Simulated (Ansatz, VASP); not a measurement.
This is a calculation of KI for Ansatz 0.2.0. 

File input.yaml:

```yaml
crystal:
  lattice:
    - [0.0, 3.532775, 3.532775]
    - [3.532775, 0.0, 3.532775]
    - [3.532775, 3.532775, 0.0]
  atoms:
    - { symbol: I, position: [0.5, 0.5, 0.5] }
    - { symbol: K, position: [0.0, 0.0, 0.0] }
hamiltonian:
  xc: lda
  pseudopotentials: { kind: paw }
kpoints:
  mp_grid: { grid: [7, 7, 7] }
scf:
  occupations: { method: fermi_dirac, width: 0.05 }
output:
  forces: true
  stress: true
  eigenvalues: true
  write_density: true
  write_potential: true
  elf: true
  volumetric_format: npy
relax:
  f_tol: 0.01
  max_steps: 40
  cell: { stress_tol: 0.05 }
```

Potentials or basis: Ansatz PAW.

Command:

```console
$ ansatz run input.yaml --threads 2 --pin off --max-ram 5632MiB --backend cpu --events-out ev --progress --plain --runs-dir out
```

Translate it to VASP 6.6.1. Potentials or basis there: LDA PAW files I, K_sv, 600 eV.

As run (cutoffs and basis follow the program's own potentials, and thresholds, step limits or extra output files can differ):

The input INCAR:

```
SYSTEM = KI
PREC = Accurate
ENCUT = 600
EDIFF = 1E-6
ISMEAR = -1
SIGMA = 0.05
LREAL = .FALSE.
LASPH = .TRUE.
NELM = 80
ALGO = Fast
ISIF = 3
LWAVE = .FALSE.
LCHARG = .FALSE.
IBRION = 2
NSW = 40
EDIFFG = -0.005
```

File KPOINTS:

```
regular mesh
0
G
  7 7 7
  0 0 0
```

POSCAR

```
KI
1.0
    0.0000000000      3.5327750000      3.5327750000
    3.5327750000      0.0000000000      3.5327750000
    3.5327750000      3.5327750000      0.0000000000
I K
1 1
Direct
    0.5000000000      0.5000000000      0.5000000000
    0.0000000000      0.0000000000      0.0000000000
```

Potentials or basis: VASP PAW LDA potentials, release 64 (I, K_sv).

Command:

```console
$ cat potpaw_LDA.64/I/POTCAR potpaw_LDA.64/K_sv/POTCAR > POTCAR
$ mpirun -np 1 vasp_std > vasp.out
```

Both were run:

|  | Ansatz | VASP |
| --- | --- | --- |
| Relaxed volume | 39.70 Å³/atom | 39.78 Å³/atom |
| Relaxed cell | a = 4.825 Å, b = 4.825 Å, c = 4.825 Å, α = 60.00°, β = 60.00°, γ = 60.00° | a = 4.828 Å, b = 4.828 Å, c = 4.828 Å, α = 60.00°, β = 60.00°, γ = 60.00° |
| Space group after relaxing | Fm-3m (No. 225) | Fm-3m (No. 225) |
| Pressure after relaxing | 0.0 GPa | 0.0 GPa |

Ansatz's pressure holds a Pulay term of +0.02 GPa for its cutoff of 420 eV, which the other run lacks.

The potentials hold 26 and 16 valence electrons a cell.

Ansatz's potentials were made for PBE.

Where Ansatz's input types no cutoff or centring, it takes its own default and a Γ-centred mesh.

The two programs' LDA may be different fits to the electron gas.

Pressure is positive in compression.
